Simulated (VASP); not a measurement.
# MoP (P-6m2) in VASP: notebook, part 2 of 2

VASP 6.6.1. The steps go on from the part before.

### 3 Equation of state, PBE, 13.78 Å³/atom (volume scaled by 0.96)

The input, INCAR:

```
SYSTEM = MoP
PREC     = Accurate       ! precision mode
ENCUT    = 520            ! plane-wave cutoff, eV
EDIFF    = 1E-7           ! SCF threshold, eV
ISMEAR   = -1             ! smearing method
SIGMA    = 0.05           ! smearing width, eV
LREAL    = .FALSE.        ! projectors in reciprocal space
LASPH    = .TRUE.         ! aspherical terms in the spheres
NELM     = 60             ! most SCF steps
ALGO     = Normal         ! electronic algorithm
ISIF     = 2              ! what is computed and relaxed
LWAVE    = .FALSE.        ! write WAVECAR
LCHARG   = .FALSE.        ! write CHGCAR
GGA      = PE             ! functional
NBANDS   = 16             ! bands
```

The input, KPOINTS:

```
regular mesh
0
G
  10 10 8
  0 0 0
```

The input, POSCAR:

```
MoP
1.0
    3.1794406062      0.0000000000      0.0000000000
   -1.5897203031      2.7534763348      0.0000000000
    0.0000000000      0.0000000000      3.1478730917
Mo P
1 1
Direct
    0.0000000000      0.0000000000      0.0000000000
    0.3333333333      0.6666666667      0.5000000000
```

Potentials or basis: VASP PAW PBE potentials, release 64 (Mo_sv, P).

Launch:

```sh
$ cat potpaw_PBE.64/Mo_sv/POTCAR potpaw_PBE.64/P/POTCAR > POTCAR
$ mpirun -np 1 vasp_std > vasp.out
```

Run time: 25 s. Hardware: 1 thread of AMD EPYC 7R13 (Zen 3), shared host; peak memory 0.12 GiB.

The run converged. Its results:

```yaml
Free_energy: -17.6198 eV
Pressure: 13.2 GPa
Band_gap_on_the_k_mesh: none (metal or under the smearing width)
```

### 4 Equation of state, PBE, 14.07 Å³/atom (volume scaled by 0.98)

The input, INCAR:

```
SYSTEM = MoP
PREC = Accurate
ENCUT = 520
EDIFF = 1E-7
ISMEAR = -1
SIGMA = 0.05
LREAL = .False.
LASPH = .True.
NELM = 80
ALGO = Normal
ISIF = 2
LWAVE = .False.
LCHARG = .False.
GGA = PE
NBANDS = 16
```

The input, KPOINTS:

```
Automatic mesh
0
Gamma
  10 10 8
  0 0 0
```

The input, POSCAR:

```
MoP
1.0
    3.2013684757      0.0000000000      0.0000000000
   -1.6006842379      2.7724664269      0.0000000000
    0.0000000000      0.0000000000      3.1695832473
Mo P
1 1
Direct
    0.0000000000      0.0000000000      0.0000000000
    0.3333333333      0.6666666667      0.5000000000
```

Launch:

```sh
$ cat potpaw_PBE.64/Mo_sv/POTCAR potpaw_PBE.64/P/POTCAR > POTCAR
$ mpirun -np 1 vasp_std > vasp.out
```

Wall time 33 s (1 thread of AMD EPYC 7R13 (Zen 3), shared host); peak memory 0.13 GiB.

It converged, with:

```
Free energy            : -17.6571 eV
Pressure               : 7.6 GPa
Band gap on the k mesh : none (metal or under the smearing width)
```

### 5 Equation of state, PBE, 14.64 Å³/atom (volume scaled by 1.02)

The input, INCAR:

```
PREC = Accurate
ENCUT = 520
EDIFF = 1E-7
ISMEAR = -1
SIGMA = 0.05
LREAL = F
LASPH = T
NELM = 60
ALGO = Normal
ISIF = 2
LWAVE = F
LCHARG = F
GGA = PE
NBANDS = 16
```

The input, KPOINTS:

```
Automatic mesh
0
Gamma
  10 10 8
```

The input, POSCAR:

```
MoP
1.0
    3.2443449929      0.0000000000      0.0000000000
   -1.6221724965      2.8096851825      0.0000000000
    0.0000000000      0.0000000000      3.2121330662
Mo P
1 1
Direct
    0.0000000000      0.0000000000      0.0000000000
    0.3333333333      0.6666666667      0.5000000000
```

Launch:

```sh
$ cat potpaw_PBE.64/Mo_sv/POTCAR potpaw_PBE.64/P/POTCAR > POTCAR
$ mpirun -np 1 vasp_std > vasp.out
```

Run time: 33 s. Hardware: 1 thread of AMD EPYC 7R13 (Zen 3), shared host; peak memory 0.12 GiB.

It converged, with:

* Free energy: -17.6774 eV
* Pressure: -1.8 GPa
* Band gap on the k mesh: none (metal or under the smearing width)

### 6 Equation of state, PBE, 14.93 Å³/atom (volume scaled by 1.04)

The input, INCAR:

```
PREC     = Accurate       # precision mode
ENCUT    = 520            # plane-wave cutoff, eV
EDIFF    = 1E-7           # SCF threshold, eV
ISMEAR   = -1             # smearing method
SIGMA    = 0.05           # smearing width, eV
LREAL    = F              # projectors in reciprocal space
LASPH    = T              # aspherical terms in the spheres
NELM     = 80             # most SCF steps
ALGO     = Normal         # electronic algorithm
ISIF     = 2              # what is computed and relaxed
LWAVE    = F              # write WAVECAR
LCHARG   = F              # write CHGCAR
GGA      = PE             # functional
NBANDS   = 16             # bands
```

KPOINTS is that of step 5.

The input, POSCAR:

```
MoP
1.0
    3.2654127585      0.0000000000      0.0000000000
   -1.6327063793      2.8279304027      0.0000000000
    0.0000000000      0.0000000000      3.2329916576
Mo P
1 1
Direct
    0.0000000000      0.0000000000      0.0000000000
    0.3333333333      0.6666666667      0.5000000000
```

Potentials or basis: VASP PAW PBE potentials, release 64 (Mo_sv, P).

Launch:

```sh
$ cat potpaw_PBE.64/Mo_sv/POTCAR potpaw_PBE.64/P/POTCAR > POTCAR
$ mpirun -np 1 vasp_std > vasp.out
```

It took 34 s on 1 thread of AMD EPYC 7R13 (Zen 3), shared host; peak memory 0.13 GiB.

It converged, with:

- Free energy: -17.6639 eV
- Pressure: -5.8 GPa
- Band gap on the k mesh: none (metal or under the smearing width)

### 7 Equation of state, PBE, 15.21 Å³/atom (volume scaled by 1.06)

The input, INCAR:

```
SYSTEM = MoP
  PREC = Accurate
  ENCUT = 520
  EDIFF = 1E-7
  ISMEAR = -1
  SIGMA = 0.05
  LREAL = .False.
  LASPH = .True.
  NELM = 100
  ALGO = Normal
  ISIF = 2
  LWAVE = .False.
  LCHARG = .False.
  GGA = PE
  NBANDS = 16
```

The input, KPOINTS:

```
Automatic mesh
0
Gamma
  10 10 8
  0 0 0
```

The input, POSCAR:

```
MoP
1.0
    3.2862121267      0.0000000000      0.0000000000
   -1.6431060633      2.8459431839      0.0000000000
    0.0000000000      0.0000000000      3.2535845163
Mo P
1 1
Direct
    0.0000000000      0.0000000000      0.0000000000
    0.3333333333      0.6666666667      0.5000000000
```

Launch:

```sh
$ cat potpaw_PBE.64/Mo_sv/POTCAR potpaw_PBE.64/P/POTCAR > POTCAR
$ mpirun -np 1 vasp_std > vasp.out
```

Run time: 35 s. Hardware: 1 thread of AMD EPYC 7R13 (Zen 3), shared host; peak memory 0.12 GiB.

The run converged. Its results:

- Free energy: -17.6369 eV
- Pressure: -9.4 GPa
- Band gap on the k mesh: none (metal or under the smearing width)

### 8 Equation of state, PBE

Potentials or basis: VASP PAW PBE potentials, release 64 (Mo_sv, P).

This step only gathers the single runs of the series.

Results:

```
Equilibrium volume                        : 14.53 Å³/atom
Bulk modulus at fixed shape and positions : 223 GPa
Pressure derivative of the bulk modulus   : 4.4
```

Energy against volume, from the lowest point:
| volume (Å³/atom) | energy (meV/atom) |
| --- | --- |
| 13.492 | 57.92 |
| 13.779 | 28.79 |
| 14.066 | 10.12 |
| 14.353 | 0.85 |
| 14.640 | 0.00 |
| 14.927 | 6.72 |
| 15.214 | 20.24 |

Caveat: the cell was scaled at fixed shape and fractional positions, which overstates the stiffness of a crystal with free parameters, most of all of layers and chains.

### 9 Equation of state, PBEsol, 13.49 Å³/atom (volume scaled by 0.94)

The input, INCAR:

```
PREC = Accurate
ENCUT = 520
EDIFF = 1E-7
ISMEAR = -1
SIGMA = 0.05
LREAL = F
LASPH = T
NELM = 100
ALGO = Normal
ISIF = 2
LWAVE = F
LCHARG = F
GGA = PS
NBANDS = 16
```

The input, KPOINTS:

```
Automatic mesh
0
Gamma
  10 10 8
```

The input, POSCAR:

```
MoP
1.0
    3.1572060284      0.0000000000      0.0000000000
   -1.5786030142      2.7342206256      0.0000000000
    0.0000000000      0.0000000000      3.1258592729
Mo P
1 1
Direct
    0.0000000000      0.0000000000      0.0000000000
    0.3333333333      0.6666666667      0.5000000000
```

Potentials or basis: VASP PAW PBE potentials, release 64 (Mo_sv, P).

Launch:

```sh
$ cat potpaw_PBE.64/Mo_sv/POTCAR potpaw_PBE.64/P/POTCAR > POTCAR
$ mpirun -np 1 vasp_std > vasp.out
```

Run time: 18 s. Hardware: 1 thread of AMD EPYC 7R13 (Zen 3), shared host; peak memory 0.13 GiB.

The run converged. Its results:

| Property | Result |
| --- | --- |
| Free energy | -19.0126 eV |
| Pressure | 12.6 GPa |
| Band gap on the k mesh | none (metal or under the smearing width) |

Caveat: the PAW data sets were made with another functional, which shifts forces and pressure a little.

### 10 Equation of state, PBEsol, 13.78 Å³/atom (volume scaled by 0.96)

INCAR is that of step 9.

KPOINTS is that of step 9.

The input, POSCAR:

```
MoP
1.0
    3.1794406062      0.0000000000      0.0000000000
   -1.5897203031      2.7534763348      0.0000000000
    0.0000000000      0.0000000000      3.1478730917
Mo P
1 1
Direct
    0.0000000000      0.0000000000      0.0000000000
    0.3333333333      0.6666666667      0.5000000000
```

Launch:

```sh
$ cat potpaw_PBE.64/Mo_sv/POTCAR potpaw_PBE.64/P/POTCAR > POTCAR
$ mpirun -np 1 vasp_std > vasp.out
```

It took 17 s on 1 thread of AMD EPYC 7R13 (Zen 3), shared host; peak memory 0.13 GiB.

The run converged. Its results:

| Quantity | Value |
| --- | --- |
| Free energy | -19.0472 eV |
| Pressure | 6.6 GPa |
| Band gap on the k mesh | none (metal or under the smearing width) |

Caveat: the PAW data sets were made with another functional, which shifts forces and pressure a little.

### 11 Equation of state, PBEsol, 14.07 Å³/atom (volume scaled by 0.98)

INCAR is that of step 10.

KPOINTS is that of step 10.

The input, POSCAR:

```
MoP
1.0
    3.2013684757      0.0000000000      0.0000000000
   -1.6006842379      2.7724664269      0.0000000000
    0.0000000000      0.0000000000      3.1695832473
Mo P
1 1
Direct
    0.0000000000      0.0000000000      0.0000000000
    0.3333333333      0.6666666667      0.5000000000
```

Launch:

```sh
$ cat potpaw_PBE.64/Mo_sv/POTCAR potpaw_PBE.64/P/POTCAR > POTCAR
$ mpirun -np 1 vasp_std > vasp.out
```

It took 19 s on 1 thread of AMD EPYC 7R13 (Zen 3), shared host; peak memory 0.13 GiB.

The run converged. Its results:

```yaml
Free_energy: -19.0615 eV
Pressure: 1.3 GPa
Band_gap_on_the_k_mesh: none (metal or under the smearing width)
```

Caveat: the PAW data sets were made with another functional, which shifts forces and pressure a little.

### 12 Equation of state, PBEsol, 14.64 Å³/atom (volume scaled by 1.02)

INCAR is that of step 11.

KPOINTS is that of step 11.

The input, POSCAR:

```
MoP
1.0
    3.2443449929      0.0000000000      0.0000000000
   -1.6221724965      2.8096851825      0.0000000000
    0.0000000000      0.0000000000      3.2121330662
Mo P
1 1
Direct
    0.0000000000      0.0000000000      0.0000000000
    0.3333333333      0.6666666667      0.5000000000
```

Potentials or basis: VASP PAW PBE potentials, release 64 (Mo_sv, P).

Launch:

```sh
$ cat potpaw_PBE.64/Mo_sv/POTCAR potpaw_PBE.64/P/POTCAR > POTCAR
$ mpirun -np 1 vasp_std > vasp.out
```

Run time: 21 s. Hardware: 1 thread of AMD EPYC 7R13 (Zen 3), shared host; peak memory 0.13 GiB.

Results (log left out):

```
Free energy            : -19.0376 eV
Pressure               : -7.8 GPa
Band gap on the k mesh : none (metal or under the smearing width)
```

Caveat: the PAW data sets were made with another functional, which shifts forces and pressure a little.

### 13 Equation of state, PBEsol, 14.93 Å³/atom (volume scaled by 1.04)

INCAR is that of step 12.

KPOINTS is that of step 12.

The input, POSCAR:

```
MoP
1.0
    3.2654127585      0.0000000000      0.0000000000
   -1.6327063793      2.8279304027      0.0000000000
    0.0000000000      0.0000000000      3.2329916576
Mo P
1 1
Direct
    0.0000000000      0.0000000000      0.0000000000
    0.3333333333      0.6666666667      0.5000000000
```

Launch:

```sh
$ cat potpaw_PBE.64/Mo_sv/POTCAR potpaw_PBE.64/P/POTCAR > POTCAR
$ mpirun -np 1 vasp_std > vasp.out
```

Wall time 20 s (1 thread of AMD EPYC 7R13 (Zen 3), shared host); peak memory 0.13 GiB.

Results (log left out):

```yaml
Free_energy: -19.0030 eV
Pressure: -11.6 GPa
Band_gap_on_the_k_mesh: none (metal or under the smearing width)
```

Caveat: the PAW data sets were made with another functional, which shifts forces and pressure a little.

### 14 Equation of state, PBEsol, 15.21 Å³/atom (volume scaled by 1.06)

INCAR is that of step 13.

KPOINTS is that of step 13.

The input, POSCAR:

```
MoP
1.0
    3.2862121267      0.0000000000      0.0000000000
   -1.6431060633      2.8459431839      0.0000000000
    0.0000000000      0.0000000000      3.2535845163
Mo P
1 1
Direct
    0.0000000000      0.0000000000      0.0000000000
    0.3333333333      0.6666666667      0.5000000000
```

Launch:

```sh
$ cat potpaw_PBE.64/Mo_sv/POTCAR potpaw_PBE.64/P/POTCAR > POTCAR
$ mpirun -np 1 vasp_std > vasp.out
```

Wall time 21 s (1 thread of AMD EPYC 7R13 (Zen 3), shared host); peak memory 0.13 GiB.

Results (log left out):

- Free energy: -18.9554 eV
- Pressure: -15.0 GPa
- Band gap on the k mesh: none (metal or under the smearing width)

Caveat: the PAW data sets were made with another functional, which shifts forces and pressure a little.

### 15 Equation of state, PBEsol

Potentials or basis: VASP PAW PBE potentials, release 64 (Mo_sv, P).

No new run: the results of the series are fitted here.

Results:

```yaml
Equilibrium_volume: 14.15 Å³/atom
Bulk_modulus_at_fixed_shape_and_positions: 242 GPa
Pressure_derivative_of_the_bulk_modulus: 4.4
```

Energy against volume, from the lowest point:
```tsv
volume (Å³/atom)	energy (meV/atom)
13.492	24.46
13.779	7.17
14.066	0.00
14.353	1.90
14.640	11.93
14.927	29.23
15.214	53.05
```

Caveat: the cell was scaled at fixed shape and fractional positions, which overstates the stiffness of a crystal with free parameters, most of all of layers and chains; the PAW data sets were made with another functional, which shifts forces and pressure a little.
